Count the neighbours first. In Ni₃Si each silicon atom sits at the centre of a cage of twelve nickel atoms, all 2.45 Å away. Slide the whole nickel sublattice along a cube edge and these contacts split into three groups of four: one group shortens, one lengthens, and one, lying in the plane of the silicon across the shift, hardly changes. Distances between nickel atoms stay as they were, because all the nickel moves together. What the slide changes is therefore the fit of silicon in its cage. The twelve equal contacts mark the Cu₃Au type. The cubic space group Pm-3m holds for the unshifted cell only; every shifted cell has the lower symmetry P4mm.

Rigid shift of the Ni sublattice along [010] in cubic Ni3Si (Cu3Au type, a = 3.461 Å), with the cell and Si fixed. Ansatz 0.2.0, plane-wave PAW, scalar-relativistic PBEsol without spin polarisation, cutoff 420 eV, 14×14×14 k mesh, Gaussian smearing 0.15 eV. Energies are free energies relative to the unshifted cell; pressure is positive in compression.

```tsv
displacement (Å)	energy change (eV a cell)	force along direction (eV/Å summed over the moved atoms)	pressure (GPa)
-0.5	0.927	4.305	14.59
-0.25	0.200	1.695	3.58
0	0.000	0.000	-0.02
0.0625	0.012	-0.379	0.20
0.125	0.048	-0.776	0.87
0.1875	0.110	-1.210	2.00
0.3125	0.323	-2.243	5.62
0.375	0.482	-2.860	8.14
0.4375	0.682	-3.548	11.12
```

**What happens**

The energy is lowest with silicon at the centre, and the force pulls the nickel back from every shifted position. Within the half ångström scanned on either side there is one well, with no second minimum off centre. Every cell of the crystal moves at once, so the energy is the cost of a collective slide and not the barrier for one silicon atom to hop. The calculation left out spin polarisation, so the well belongs to the non-magnetic state, and a magnetic state may lie lower.

The two rows with negative displacement look out of line, with a positive force and, for the first, the highest energy and pressure. They are the same physics seen from the other side. The cage is alike on both sides of the silicon, so reversing the shift reverses the force and leaves energy and pressure unchanged. Read by size of shift, the row at −0.25 Å fits between its positive neighbours: its force per ångström of shift is 6.78 eV/Å², against 6.82 eV/Å² midway between the rows at 0.1875 and 0.3125 Å.

**Why the centre is the best place**

The symmetry of the cage ensures that the force vanishes at the centre, but that alone would also allow a hilltop. The difference comes from how the energy of a contact depends on its length. Call that energy $\phi(r)$, with $r$ the silicon–nickel distance. If one contact shortens by a small amount $\delta$ and its opposite lengthens by the same amount, the pair changes in energy by

$$\phi(r-\delta)+\phi(r+\delta)-2\phi(r)\approx \phi''(r)\,\delta^2 .$$

The linear parts cancel, and what remains is the curvature $\phi''$. In the real slide the contacts also tilt and lengthen a little, which adds a term in the slope of $\phi$; the weak force on the third nickel atom, described below, suggests that this term is small. For atoms in close contact it is normally positive: squeezing costs more than stretching gives back, because the electron clouds of the two atoms overlap more and more steeply.

The distances point to crowding on one side, not to a tighter cage overall. At a shift of 0.5 Å the short contacts have lost 0.32 Å and the long ones have gained 0.38 Å. The mean of all twelve has even grown, by 0.03 Å. Energy and pressure rise all the same, as they should if the few short contacts outweigh the rest.

The forces on single atoms point the same way. Two of the three nickel atoms in the cell lie outside the silicon plane, and only they have contacts that shorten and lengthen strongly. At 0.5 Å each of them is pulled back with 2.20 eV/Å. The third, whose silicon neighbours all lie sideways, feels only 0.09 eV/Å, and in the opposite sense, onward along the shift. A likely reason is that its contacts are slightly squeezed at the start and gain room by tilting.

**How large, and how fast it grows**

A perfect spring would give four times the energy and twice the force when the shift doubles. From 0.25 to 0.5 Å the energy grows 4.6 times and the force 2.5 times. The well thus stiffens as the silicon nears one side of its cage. Force divided by shift rises by 42 % between the smallest and the largest shift, which is what a steepening repulsion does.

The pressure follows from the same crowding. The cell was held fixed, so the squeezed contacts push against its walls. Multiply the added pressure by the cell volume and divide by the energy change, and the result lies between 4 and 5 for all the shifted rows (at the smallest shift the printed value suffers from the rounding of the energy). This ratio has a plain meaning: if the cell shrank by 1 % in volume and the shift shrank with it, the cost of the shift would rise by 4 to 5 %.

The ratio is lowest at the largest shift. Put another way, the added pressure grows only about fourfold when the shift doubles from 0.25 to 0.5 Å, while the energy outruns that factor. One plausible reason is that a uniform compression shortens each contact in proportion to its length, so a contact that is already short loses fewer hundredths of an ångström. The table has no test that isolates this effect.

**A check by direction**

If the short contacts really dominate, they should also decide in which direction the crystal pushes. Let $x$ be the size of the shift and $a$ = 3.461 Å the cube edge. A short contact reaches $a/2-x$ along the shift and $a/2$ along one of the two axes across it. When a contact pushes along its own line, its share of the stress on an axis goes as the square of its reach along that axis. All four short contacts push along the shift, but only two of them push along any one axis across it, so

$$\frac{\text{added stress along}}{\text{added stress across}}=\frac{4\,(a/2-x)^2}{2\,(a/2)^2}=2\left(1-\frac{2x}{a}\right)^2 .$$

For $x$ = 0.5 Å the bracket is 1 − 1/3.461 = 0.711, and twice its square is 1.01. The calculated stresses give 1.03. The formula uses only the geometry and has no adjustable constant, but it leaves out the other eight contacts and any push the short ones already had before the slide. For the four rows with shifts above 0.3 Å it misses the calculated ratio by at most 0.08, while that ratio itself runs from 1.27 down to 1.03. The estimate starts above the calculated ratio and ends below it, so the closest matches lie near a crossing and owe something to chance.

At small shifts it fails, and it should. At 0.0625 Å it gives 1.86 where the calculation has 1.46, because the short contacts are then barely shorter than the others and all twelve take part. The agreement at large shifts is consistent with the picture of a few crowded contacts but doesn't prove it, since the formula is so simple and electrons in a metal are shared among many atoms. The picture helps to make sense of the trends; it does not supply the energies.

It also accounts for a turn that would otherwise look odd. The excess of stress along the shift over that across it grows to 1.48 GPa at 0.375 Å and then falls to 0.41 GPa at 0.5 Å, although the pressure keeps rising. As silicon approaches the four near nickel atoms, the lines joining them turn away from the direction of the shift. The push becomes stronger but points more and more sideways. The printed output after this text lists the distances, forces and stress ratios row by row.

**Beside its neighbours**

Moving the silicon instead of the nickel would give the same curves, because only their relative position matters and the cage is alike on both sides. A titanium atom in the oxygen cage of barium titanate is the instructive contrast. There, covalent bonding in the shorter titanium–oxygen contacts and long-range electric forces can together outweigh the added repulsion, and the centre can become a hilltop between off-centre wells. The question to ask of a neighbouring crystal is therefore whether what is gained off centre outweighs the added repulsion. In Ni₃Si, along the part of the line scanned, it does not.

**What to do about it**

For small shifts, treat the slide as a spring of about 6.1 eV/Å² per cell. That constant, taken from the smallest shift, underestimates the force by about a tenth at 0.25 Å and by about three tenths at 0.5 Å, so larger shifts need the calculated curve. Do not turn it into a vibration frequency: the three nickel atoms feel unequal forces and would not move as one block if released. For the same reason, and because the cell was not allowed to expand, the tabulated energies are upper limits for a crystal that may relax around a given offset between silicon and the nickel sublattice as a whole.

Is the centre still the best place when the nickel atoms may move independently? That is expected, since Ni₃Si is known to crystallise in this cubic structure, but a scan along one line with a rigid sublattice cannot show it. A calculation of the full set of vibrations, with spin included, would settle it for small displacements.

Numerical output:

```
Si-Ni distances in Å with four contacts of each kind:
     row  size of shift  short  in plane   long  mean of 12
    -0.5            0.5  2.123     2.498  2.823       2.481
   -0.25           0.25  2.277      2.46   2.63       2.456
     0.0              0  2.447     2.447  2.447       2.447
  0.0625         0.0625  2.404     2.448  2.492       2.448
   0.125          0.125  2.361      2.45  2.537       2.449
  0.1875         0.1875  2.319     2.454  2.583       2.452
  0.3125         0.3125  2.237     2.467  2.677       2.461
   0.375          0.375  2.198     2.476  2.725       2.466
  0.4375         0.4375   2.16     2.486  2.774       2.473
Ratios and forces (a ratio printed as 0 at zero shift is undefined):
     row  force/shift eV/Å2  added pV/energy  force on each outer Ni eV/Å  force on in-plane Ni eV/Å  stress along less across GPa  added stress along/across  same from short contacts alone
    -0.5               8.61            4.078                        2.196                    -0.0877                        0.4077                      1.028                           1.011
   -0.25               6.78            4.658                       0.8958                    -0.0963                         1.078                      1.332                           1.464
     0.0                  0                0                            0                          0                             0                          0                               2
  0.0625              6.064            4.744                      -0.2045                     0.0304                       0.08849                      1.455                           1.858
   0.125              6.208            4.798                      -0.4172                     0.0581                        0.3366                      1.429                           1.722
  0.1875              6.453            4.752                      -0.6454                     0.0806                        0.6935                      1.387                            1.59
  0.3125              7.178            4.518                       -1.174                     0.1044                         1.383                      1.267                           1.343
   0.375              7.627            4.381                       -1.482                     0.1049                         1.482                      1.193                           1.227
  0.4375               8.11            4.227                       -1.823                     0.0989                         1.212                      1.113                           1.117
Energy at 0.5 Å over energy at 0.25 Å: 4.635
Force at 0.5 Å over force at 0.25 Å: 2.54
Added pressure at 0.5 Å over that at 0.25 Å: 4.058
Rise of force/shift from 0.0625 to 0.5 Å in %: 41.99
Force/shift at 0.25 Å expected midway between the rows 0.1875 and 0.3125 in eV/Å2: 6.815
Shortening of the short contacts at 0.5 Å in Å: 0.3239
Lengthening of the long contacts at 0.5 Å in Å: 0.3758
Lengthening of the in-plane contacts at 0.5 Å in Å: 0.05055
Rise of the mean contact at 0.5 Å in Å: 0.03414
Share of the summed force carried by the two outer Ni at 0.5 Å in %: 102
Largest miss of the short-contact stress ratio for shifts above 0.3 Å: 0.07625
```
